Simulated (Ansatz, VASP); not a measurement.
Two plane-wave programs on SiC (Moissanite)

```
Si C
1.0
     3.07600    0.00000    0.00000
    -1.53800    2.66389    0.00000
     0.00000    0.00000    5.04800
Si C
2 2
Direct
  0.66667 0.33333 0.50000
  0.33333 0.66667 0.00000
  0.66667 0.33333 0.88500
  0.33333 0.66667 0.38500
```

Alike in both runs: functional PBEsol; k mesh 10 × 10 × 5; occupations fermi-dirac, width 0.05 eV; no spin polarisation.

|  | VASP | Ansatz |
| --- | --- | --- |
| version | VASP 6.6.1 | Ansatz 0.2.0 |
| potentials or method | VASP PAW PBE potentials, release 64 (Si, C) | Ansatz PAW |
| plane-wave cutoff (eV) | 520 | 420 |
| valence electrons in the cell | 16 | 16 |
| task | single point | band structure |

|  | VASP | Ansatz | Ansatz less VASP |
| --- | --- | --- | --- |
| gap on the k mesh at the Fermi level (eV) | 2.32 | 2.33 | +0.008 |
| least direct gap on the mesh (eV) | 3.96 | 3.96 | +0.008 |
| pressure (GPa) | 0.6 | 0.3 | -0.36 |
| largest component of the traceless stress (GPa) | 3.30 | 3.25 | -0.051 |
| rms of the force components (eV/Å) | 0.434 | 0.431 | -0.0023 |

Atom by atom the forces differ by 0.002 eV/Å (rms over components).

Caveats: the PAW data sets were made with another functional, which shifts forces and pressure a little (VASP); an odd mesh through Γ misses points on the zone boundary, where band edges often lie (VASP); the k mesh misses the band edges, so the gap on the mesh is wider than the one along the path (Ansatz); the PAW data sets come from PBE, with cores solved anew for the run's functional, which leaves a small shift of forces and pressure (Ansatz).
